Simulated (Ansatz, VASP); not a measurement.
## Ga27TeN26 (Te_N) in two plane-wave programs

Aim: how closely do two programs agree when they are given the same cell, functional and k mesh? The cell is taken from a series of runs on this material, whose earlier steps may have relaxed, scaled, displaced or heated it; both programs get it as it stands.

Main program and level: Ansatz 0.2.0; plane waves, with VASP 6.6.1 beside it; r2SCAN.

## (1) Set-up

The cell holds 54 atoms: 27 Ga, 26 N and 1 Te. Its edges and angles: a = 9.542 Å, b = 9.542 Å, c = 9.542 Å, α = 60.0°, β = 60.0°, γ = 60.0°. It derives from GaN (GaN (F-43m)). Nearest the centre at fractional (0.417, 0.417, 0.417): Te54 at 0.16 Å, Ga17 at 2.30 Å, Ga23 at 2.30 Å, Ga15 at 2.55 Å, Ga14 at 2.56 Å, N35 at 3.24 Å, N46 at 3.24 Å, N43 at 3.25 Å.

Structure file:

```
Ga N Te
1.0
     0.00000    6.74729    6.74729
     6.74729    0.00000    6.74729
     6.74729    6.74729    0.00000
Ga N Te
27 26 1
Direct
  0.00016 0.00002 0.99957
  0.99950 0.99934 0.33389
  0.00013 0.00000 0.66689
  0.00550 0.33206 0.99781
  0.00565 0.33199 0.33117
  0.99802 0.33495 0.66684
  0.99968 0.66844 0.99925
  0.99895 0.66841 0.33283
  0.99900 0.66840 0.66644
  0.33215 0.00546 0.99779
  0.33212 0.00550 0.33119
  0.33508 0.99788 0.66684
  0.32941 0.32927 0.00391
  0.30825 0.30815 0.30554
  0.30834 0.30821 0.74444
  0.33478 0.66792 0.99800
  0.31966 0.71218 0.31741
  0.33481 0.66793 0.66588
  0.66858 0.99956 0.99926
  0.66853 0.99884 0.33283
  0.66855 0.99884 0.66645
  0.66804 0.33467 0.99800
  0.71227 0.31951 0.31745
  0.66806 0.33469 0.66588
  0.66758 0.66749 0.99898
  0.66758 0.66745 0.33261
  0.66668 0.66656 0.66670
  0.08057 0.08047 0.08653
  0.08054 0.08042 0.41912
  0.08417 0.08405 0.74921
  0.07682 0.42312 0.08332
  0.06866 0.42337 0.42147
  0.06871 0.42335 0.75321
  0.08426 0.75053 0.08263
  0.07693 0.75623 0.41675
  0.08429 0.75052 0.74925
  0.42325 0.07669 0.08334
  0.42348 0.06853 0.42145
  0.42349 0.06855 0.75319
  0.42238 0.42227 0.06863
  0.42241 0.42228 0.75325
  0.41730 0.75713 0.07626
  0.41728 0.75715 0.41595
  0.41692 0.75035 0.74970
  0.75065 0.08415 0.08263
  0.75636 0.07679 0.41675
  0.75066 0.08416 0.74925
  0.75721 0.41720 0.07628
  0.75728 0.41715 0.41595
  0.75048 0.41680 0.74970
  0.75051 0.75038 0.08288
  0.75039 0.75026 0.41624
  0.75041 0.75025 0.74977
  0.40480 0.40472 0.42845
```

## (2) Ansatz: single point, r2SCAN

Ansatz runs on its PAW soft_1 files.

With cell and atoms fixed, the geometry can't cause a difference; cores, projectors, grids and the points listed under the comparison can.

input.yaml reads:

```yaml
crystal:
  checkpoint: "../qm1_M2.relax.run"
  host: checkpoint
basis:
  ecutwfc: 500
  xc_grid: 2
hamiltonian:
  xc: r2scan
  pseudopotentials: { kind: paw, azcp: { folder: soft_1 } }
kpoints:
  mp_grid: { grid: [2, 2, 2], shift: [0.5, 0.5, 0.5] }
scf:
  occupations: { method: fixed }
  max_iter: 100
output:
  forces: true
  eigenvalues: true
  charged_corrections: { defect_position: [0.416667, 0.416667, 0.416667] }
checkpoint:
  read: "../qm1_M2.relax.run"
  write: "../qm1_M2.point_neutral.run"
  compress: false
  write_wavefunctions: false
  write_every: 100000
magnetization:
  spin_polarized: true
  initial_magnetization: 1
  spin_locking: { lock_magnetization: hard }
```

Command:

```bash
$ ansatz run input.yaml --threads 4 --pin off --max-ram 15073MiB --backend cpu --events-out ev --progress --plain --runs-dir out
```

Numbers of over 12 decimals in the logs are rounded to 6 here.

The log of the run:

```text
Warning: This run holds its total moment fixed (magnetization.spin_locking.lock_magnetization: hard) and mixes its density by anderson or broyden (scf.mixing.algorithm, typed or taken by auto). Slabs with a fixed moment have converged under broyden above another state at the same moment, at the default mixing steps and at smaller ones, and under scf.lower_state_search: standard, light or off a state that such a mixer [...]
checkpoint.read: the saved state was converged at a total charge of -1 e, and this run's is 0 e: a saved density that it takes is scaled to its electron count
crystal.checkpoint: the structure is that of <dir>, a `relax` run, at its step 9: its result, under r2scan at a charge of -1 e; 54 atoms read, 0 with a starting moment; this deck's charge is 0 e; crystal.structure_sha256 for this input is
Engine: ansatz 0.2.0, aarch64-unknown-linux-gnu
Pseudopotentials: kind: paw
Pseudopotential: Ga, paw, valence charge 13, recommended cutoff 500 eV (meta_gga), soft_1/Ga.paw.azcp
Pseudopotential: N, paw, valence charge 5, recommended cutoff 500 eV (meta_gga), soft_1/N.paw.azcp
Pseudopotential: Te, paw, valence charge 16, recommended cutoff 500 eV (meta_gga), soft_1/Te.paw.azcp
Functional definition: r2SCAN
  parameter k0 = 0.174
  parameter k1 = 0.065
  parameter a1 = 4.9479
  exchange = r2scan_x(k0 = k0, k1 = k1, a1 = a1)
  correlation = r2scan_c
Crystal: 54 atoms, lattice volume = 614.353 Å³
Basis set: ecut = 500 eV, 15593 PW (Γ), exchange–correlation on 144×144×144 points (8 copies of the dense FFT grid, shifted against one another)
Bands: 303, of which v1, the nominal top of the filled ones, is band 249 counted from 1 (248 counted from 0)
Symmetry: 1 space group operations
Space group: P1 (ITA 1), of the structure as read, at distance tolerance 8.5e-5 Å
Magnetic group: BNS 1.1 (UNI 1), of the structure as read, at distance tolerance 8.5e-5 Å
k-points: 4 of 8 (time reversal used)
Non-local potential: Ga, projectors of the file, l = 0: 2, l = 1: 2, l = 2: 3, l = 3: 1
Non-local potential: N, projectors of the file, l = 0: 2, l = 1: 2, l = 2: 1
Non-local potential: Te, projectors of the file, l = 0: 2, l = 1: 2, l = 2: 2, l = 3: 1
PAW form: soft (Blöchl's): semilocal exchange-correlation on the pseudo side does not see the compensation charge
PAW frozen core: Ga, regenerated for the run's functional (the file was generated under x = pbe(κ = 0.804, μ = 0.219515), c = pbe(β = 0.066725))
PAW frozen core: N, regenerated for the run's functional (the file was generated under x = pbe(κ = 0.804, μ = 0.219515), c = pbe(β = 0.066725))
PAW frozen core: Te, regenerated for the run's functional (the file was generated under x = pbe(κ = 0.804, μ = 0.219515), c = pbe(β = 0.066725))
PAW one-centre angular grid: Ga, 590 points (default); XC on 160 Gauss nodes
PAW one-centre angular grid: N, 302 points (default); XC on 160 Gauss nodes
PAW one-centre angular grid: Te, 590 points (default); XC on 160 Gauss nodes
Initial density: read from a saved state, or passed on in memory by an earlier SCF of this step, an earlier step, the calling program or the single point that the run made first
Starting moments: Σ|m| = 1 μB on 54 of 54 sites; this step starts from the density that it was given
Initial wavefunctions: those read from a saved state, or passed on in memory by an earlier step or the calling program
Functional: x = r2scan, c = r2scan; τ floored in thin density (d = 2e-4 eV/Å³)
iter 1 solved again at ethr=1.61e-4 eV; its pass at ethr=3.10e-3 eV (dr2=8.01e-1 eV) is discarded
SCF iter   1: F=—  HF=-119364.414079 eV  |F-HF|=—  |Δ(HF+E_count)|=         —  Δρ=6.91e-3 (↑6.91e-3 ↓4.83e-3)  dr2=7.83e-1  dr2_τ=2.82e-3  dr2_m=4.51e-2  M=1.000 μB ∫|m|=1.272 μB  β_m=0.60  ethr=1.61e-4  ⟨swp⟩=1.0  Hψ=6744  notcnv=0  defer=398
preconditioner: auto → Resta (q_TF=auto, 2.634 Å⁻¹)  ε∞=4.5  [insulator: Δε(μ)=0.113 eV  Ē_g=17.632 eV  n_scr=168 (ndim 8)  ℏωp=33.1 eV  f_vac=0.000  ε∞_Penn≈4.5]
spin=Collinear: Resta preconditioning applied to the charge; magnetization (m = ρ↑ − ρ↓) channel mixes plain (no charge-response kernel on spin).
SCF iter   2: F=—  HF=-119364.318233 eV  |F-HF|=—  |Δ(HF+E_count)|=   9.58e-2  Δρ=4.15e-3 (↑4.15e-3 ↓2.76e-3)  dr2=3.41e-1  dr2_τ=3.57e-4  dr2_m=1.13e-2  M=1.000 μB ∫|m|=1.186 μB  β_m=0.30  ethr=1.58e-4  ⟨swp⟩=2.5  Hψ=2378  notcnv=0  defer=420  κ⁻¹=1.0e0(r=1)
[...]
k-point 1 ↑: bands = [... 245 lower, 9.5818, 10.1480, 10.1871, 12.6192, 13.0299, 13.8945, 14.4737, 14.8210, ... 50 higher]
  k-point 2 ↑: bands = [... 245 lower, 9.5885, 10.1233, 10.2569, 12.6559, 13.0005, 14.0589, 14.3053, 14.6588, ... 50 higher]
  k-point 3 ↓: bands = [... 245 lower, 9.6072, 10.1555, 10.2875, 13.2194, 13.5845, 14.1403, 14.4114, 14.7141, ... 50 higher]
```

## (3) VASP: single point, r2SCAN

The same cell, functional and mesh now go to VASP, with its own data sets.

Lines of VASP's logs that name or quote its potential files are left out, and so is its time.

INCAR reads:

```
SYSTEM = Ga27TeN26
PREC = Accurate
ENCUT = 580
EDIFF = 1E-06
NELM = 200
ISMEAR = 0
SIGMA = 0.01
LREAL = Auto
ALGO = Normal
METAGGA = R2SCAN
LASPH = .TRUE.
NBANDS = 282
ISPIN = 2
MAGMOM = 0 0 0 0 0 0 0 0 0 0 0 0 0 0.03 0.02 0 0 0 0 0 0 0 0 0 0 0 -0 0.02 0.02 0 0.04 0.03 0.03 0 0.01 0 0.04 0.03 0.03 0.03 0.03 0 0 0.01 0 0.01 0 0 0 0.01 0 0.01 0.01 -0
LORBIT = 11
LWAVE = .FALSE.
LCHARG = .FALSE.
ISIF = 2
ISYM = 0
NUPDOWN = 1
GGA_COMPAT = .FALSE.
LMIXTAU = .TRUE.
```

POSCAR reads:

```
Ga27TeN26
1.0
    0.0000000000      6.7472908298      6.7472908298
    6.7472908298      0.0000000000      6.7472908298
    6.7472908298      6.7472908298      0.0000000000
Ga N Te
27 26 1
Direct
    0.0001562155      0.0000221204      0.9995729331
    0.9995041860      0.9993440553      0.3338914786
    0.0001316841      0.9999982900      0.6668933285
    0.0055015094      0.3320645353      0.9978119248
    0.0056457846      0.3319934426      0.3311731183
    0.9980240670      0.3349546615      0.6668392322
    0.9996845944      0.6684403448      0.9992545112
    0.9989539745      0.6684112085      0.3328319272
    0.9989958796      0.6684005496      0.6664396487
    0.3321532899      0.0054609473      0.9977936636
    0.3321153945      0.0054973608      0.3311905197
    0.3350849779      0.9978848939      0.6668365796
    0.3294090079      0.3292732270      0.0039081531
    0.3082546735      0.3081541114      0.3055413487
    0.3083446811      0.3082087082      0.7444449045
    0.3347789780      0.6679248480      0.9980036121
    0.3196592365      0.7121759690      0.3174054914
    0.3348136795      0.6679266438      0.6658820820
    0.6685779543      0.9995590494      0.9992551042
    0.6685302409      0.9988353621      0.3328295681
    0.6685460956      0.9988365443      0.6664457671
    0.6680381873      0.3346662881      0.9980019056
    0.7122691758      0.3195147390      0.3174517320
    0.6680628119      0.3346888646      0.6658807818
    0.6675838307      0.6674851761      0.9989794794
    0.6675815078      0.6674513191      0.3326123652
    0.6666847329      0.6665633654      0.6667009910
    0.0805672185      0.0804736913      0.0865280452
    0.0805395513      0.0804185812      0.4191159298
    0.0841657224      0.0840454295      0.7492060182
    0.0768198541      0.4231174194      0.0833209929
    0.0686555474      0.4233703468      0.4214689067
    0.0687088631      0.4233450406      0.7532053583
    0.0842639611      0.7505313116      0.0826261341
    0.0769256357      0.7562258984      0.4167510599
    0.0842902782      0.7505230448      0.7492490821
    0.4232490098      0.0766927886      0.0833386200
    0.4234809025      0.0685276799      0.4214547436
    0.4234943353      0.0685542775      0.7531872705
    0.4223761036      0.4222721931      0.0686313997
    0.4224080020      0.4222752769      0.7532468909
    0.4172990902      0.7571339246      0.0762586076
    0.4172817534      0.7571480499      0.4159502000
    0.4169179056      0.7503513668      0.7496950136
    0.7506524845      0.0841483157      0.0826259397
    0.7563620848      0.0767867553      0.4167526036
    0.7506559950      0.0841595036      0.7492453065
    0.7572079649      0.4171985603      0.0762830210
    0.7572766320      0.4171547350      0.4159502718
    0.7504800916      0.4167956199      0.7497036586
    0.7505085918      0.7503838161      0.0828764931
    0.7503855301      0.7502582943      0.4162362937
    0.7504102466      0.7502544987      0.7497705112
    0.4048037563      0.4047246477      0.4284511009
```

KPOINTS reads:

```
Points of the shifted mesh
8
Reciprocal
 0.2500000000  0.2500000000  0.2500000000 1
 0.2500000000  0.2500000000  0.7500000000 1
 0.2500000000  0.7500000000  0.2500000000 1
 0.2500000000  0.7500000000  0.7500000000 1
 0.7500000000  0.2500000000  0.2500000000 1
 0.7500000000  0.2500000000  0.7500000000 1
 0.7500000000  0.7500000000  0.2500000000 1
 0.7500000000  0.7500000000  0.7500000000 1
```

PAW data sets: Ga_d, N and Te (PBE family, release 64).

Command:

```bash
$ export OMP_NUM_THREADS=3
$ mpirun -np 1 vasp_std
```

The log of the run:

```text
[banner, memory and clock lines left out]
running    1 mpi-ranks, on    1 nodes
[...]
Offloading initialized ...    1 GPUs detected
[...]
|                                                                             |
|               ----> ADVICE to this user running VASP <----                  |
|                                                                             |
|     You enforced a specific xc type in the INCAR file but a different       |
|     [... a line on the potential file left out ...]
|     I HOPE YOU KNOW WHAT YOU ARE DOING!                                     |
|                                                                             |

 LDA part: xc-table for (None), standard interpolation
 POSCAR, INCAR and KPOINTS ok, starting setup
[...]
entering main loop
       N       E                     dE             d eps       ncg     rms          rms(c)
DAV:   1     0.975885578739E+04    0.97589E+04   -0.18797E+05  9264   0.354E+03
DAV:   2     0.197577211961E+04   -0.77831E+04   -0.74338E+04  9024   0.103E+03
DAV:   3    -0.329887468972E+03   -0.23057E+04   -0.21771E+04 10520   0.357E+02
DAV:   4    -0.682412783178E+03   -0.35253E+03   -0.34083E+03  9808   0.137E+02
[...]
DAV:  24    -0.599408700780E+03   -0.56089E-06   -0.10318E-05 11344   0.416E-02    0.445E-03
DAV:  25    -0.599408700848E+03   -0.67696E-07   -0.10244E-05  8808   0.207E-02    0.380E-03
DAV:  26    -0.599408700313E+03    0.53452E-06   -0.17330E-06  5464   0.660E-03
   1 F= -.59940870E+03 E0= -.59940870E+03  d E =-.193819E-12  mag=     1.0000
```

OUTCAR, selected parts (step 3):

```text
  FREE ENERGIE OF THE ION-ELECTRON SYSTEM (eV)
  ---------------------------------------------------
  free  energy   TOTEN  =      -599.4087003131 eV

  energy  without entropy=     -599.4087003131  energy(sigma->0) =     -599.40870031

 magnetization (x)
# of ion       s       p       d       tot
------------------------------------------
    1        0.001   0.001   0.001   0.003
    2        0.002   0.003   0.002   0.007
    3        0.002   0.001   0.001   0.003
    4        0.001   0.004   0.006   0.010
    5        0.001   0.004   0.006   0.010
    6        0.004   0.005   0.002   0.010
    7        0.002   0.003   0.001   0.006
    8        0.001   0.002   0.001   0.005
    9        0.001   0.002   0.001   0.005
   10        0.001   0.004   0.006   0.010
   11        0.001   0.004   0.006   0.010
   12        0.004   0.005   0.002   0.010
   13       -0.001   0.001   0.009   0.010
[...]
--------------------------------------------------
tot          0.204   0.389   0.074   0.667

[... 1 further part left out ...]
```

The run ends at a pressure of 9.43 GPa, with forces up to 1.3 eV/Å.

## (4) Side by side

Known differences besides the potentials themselves: VASP starts from the moments at which Ansatz ended; VASP keeps PBE cores, Ansatz makes them for the functional; fixed occupations in Ansatz, narrow Gaussian smearing in VASP; the data sets hold 497 valence electrons in Ansatz (on its PAW soft_1 files) and 487 in VASP; the cutoff is 500 eV in Ansatz and 580 eV in VASP (PREC = Accurate, projectors in real space); site moments are counted in spheres of each program's own size. Total energies have different zeros and are not compared.

The two programs side by side:

| quantity | Ansatz | VASP | difference |
| --- | --- | --- | --- |
| total moment, fixed by the input (μB) | 1.00 | 1.00 | 0.00 |
| moment on Ga14 (μB) | 0.03 | 0.08 | -0.06 |
| moment on Ga15 (μB) | 0.02 | 0.08 | -0.06 |

Forces on 10 of the 54 atoms, those with the largest forces and the largest differences (eV/Å; atoms numbered as in POSCAR):

| atom | Ansatz x, y, z | VASP x, y, z |
| --- | --- | --- |
| Ga4 | 0.370, -0.428, -0.638 | 0.369, -0.411, -0.639 |
| Ga5 | 0.431, -0.355, -0.630 | 0.418, -0.347, -0.634 |
| Ga10 | -0.432, 0.372, -0.640 | -0.415, 0.371, -0.641 |
| Ga14 | 0.760, 0.763, 0.716 | 0.772, 0.775, 0.718 |
| Ga15 | -0.782, -0.781, 0.733 | -0.787, -0.785, 0.736 |
| Ga17 | 0.013, -0.013, -0.029 | -0.003, 0.012, -0.056 |
| Ga23 | -0.013, 0.012, -0.028 | 0.011, -0.005, -0.055 |
| N40 | -0.055, -0.053, -0.870 | -0.054, -0.053, -0.856 |
| N41 | 0.060, 0.061, -0.888 | 0.060, 0.060, -0.873 |
| N46 | 0.012, -0.012, -0.008 | 0.016, -0.019, -0.032 |

The forces differ by 10.0 meV/Å r.m.s., which is 3.3 % of the r.m.s. force of 0.298 eV/Å (both taken over all components).

## (5) Outcome

```yaml
r_m_s_force_difference_single_point_r2scan: 3.3 % of the r.m.s. force
```

What this shows: The r.m.s. force difference is 3.3 % of the r.m.s. force (single point, r2SCAN), beyond the 3 % picked in this series as the mark of a large difference. The data sets hold unlike numbers of valence electrons (497 in Ansatz and 487 in VASP), so part of the differences may come from the potentials. Such differences can come from data sets, numerical settings and the points named under the comparisons, not from the functional's error against experiment.

[Lines on the potential files, build, host, timing and source positions are cut from VASP's logs without a mark.]

[Logs are printed without paths, hosts, clocks, repeated set-up lines and the standing remarks that a program may print on its own settings, such as how far it seeks lower states.]

[Hosts, paths, dates, database ids (printed as entryN), source tags and the programs' standing remarks are cut or masked in the printed files.]
